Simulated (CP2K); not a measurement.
Runs of CP2K 2026.2 on LiH. The structure is cubic, space group Fm-3m (No. 225). Conventional cell: a = 4.073 Å, b = 4.073 Å, c = 4.073 Å, α = 90.00°, β = 90.00°, γ = 90.00°. Li (site symmetry m-3m) is surrounded by 6 H at 2.04 Å. H (site symmetry m-3m) is surrounded by 6 Li at 2.04 Å. 

```tsv
task	level	potentials or basis	cell	k mesh	EPS_DEFAULT	NGRIDS	EXTRAPOLATION	ADDED_MOS	optimiser	gap on the mesh (eV)	pressure (GPa)
relaxation of cell and atoms	PBE+D4	POTENTIAL_UZH Li GTH-PBE-q3, H GTH-PBE-q1; DZVP-MOLOPT-PBE-GTH basis	relaxed	9 × 9 × 9	1.0E-9	4	USE_PREV_P	[9]	BFGS	(a)	0.0
band structure	TB-mBJ	POTENTIAL_UZH Li GTH-PBE-q3, H GTH-PBE-q1; TZVP-MOLOPT-PBE-GTH basis	as given	11 × 11 × 11	1.0E-10	5	-	[10]	-	4.15	-
atomic charges	PBE	POTENTIAL_UZH Li GTH-PBE-q3, H GTH-PBE-q1; TZVP-MOLOPT-PBE-GTH basis	as given	11 × 11 × 11	1.0E-9	4	-	[10]	-	3.39	-1.5
band structure	PBEsol	POTENTIAL_UZH Li GTH-PBE-q3, H GTH-PBE-q1; TZVP-MOLOPT-PBE-GTH basis	as given	11 × 11 × 11	1.0E-9	5	-	[10]	-	3.18	-2.2
single point	PBE	POTENTIAL_UZH Li GTH-PBE-q3, H GTH-PBE-q1; TZVP-MOLOPT-PBE-GTH basis	as given	11 × 11 × 11	1.0E-10	5	-	[10]	-	3.39	-1.5
atomic charges	optB88-vdW	POTENTIAL_UZH Li GTH-PBE-q3, H GTH-PBE-q1; TZVP-MOLOPT-PBE-GTH basis	as given	11 × 11 × 11	1.0E-9	4	-	[10]	-	3.70	(b)
single point	PBEsol	POTENTIAL_UZH Li GTH-PBE-q3, H GTH-PBE-q1; TZVP-MOLOPT-PBE-GTH basis	as given	11 × 11 × 11	1.0E-10	5	-	[10]	-	3.18	-2.2
relaxation of cell and atoms	PBE+D3(BJ)	POTENTIAL_UZH Li GTH-PBE-q3, H GTH-PBE-q1; DZVP-MOLOPT-PBE-GTH basis	relaxed	9 × 9 × 9	1.0E-9	4	USE_PREV_P	[9]	BFGS	3.35	0.0
```

Alike in all rows: no spin polarisation; smearing fermi-dirac 0.05 eV.

Estimate the missing entries.

(a) 3.43; (b) -1.4.

Caveats: the basis of atomic orbitals isn't converged, which shifts pressures, moduli and gaps; an odd mesh through Γ misses points on the zone boundary, where band edges often lie (some runs); the potentials were made for another functional, which shifts forces and pressure (some runs); the real-space grid breaks the cell's symmetry a little (some runs); the mesh misses the band edges, which the band path finds closer together (some runs); this is a model potential without an energy functional, so only levels have meaning (some runs); more than 0.5 GPa of stress was left at the end, so the final cell isn't listed (some runs).

Not every run made on this cell is shown here.
